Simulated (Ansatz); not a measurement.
La:

```
La
1.0
     3.77000    0.00000    0.00000
    -1.88500    3.26492    0.00000
     0.00000    0.00000   12.15900
La
4
Cartesian
  1.8850 1.0883 3.0398
  0.0000 2.1766 9.1193
  0.0000 0.0000 6.0795
  0.0000 0.0000 0.0000
```

Base run:

| Property | Result |
| --- | --- |
| Program | Ansatz 0.2.0 |
| Functional | PBE |
| Potentials or basis | all-electron LAPW, scalar-relativistic |
| Cutoff | 111 eV |
| Density cutoff | 445 eV |
| Basis error allowed | 0.002 eV/atom |
| k mesh | 8 × 8 × 3 |
| Occupations | fermi-dirac, width 0.05 eV |
| Spin | no spin polarisation |

Its results: pressure -0.2 GPa.

Task: The run is repeated on the same cell with these changes: functional from PBE to PBEsol. What comes out?

Result: Pressure -2.3 GPa.

PBEsol binds more tightly than PBE, so the same cell stands under less pressure.

Not every run made on this cell is shown here.
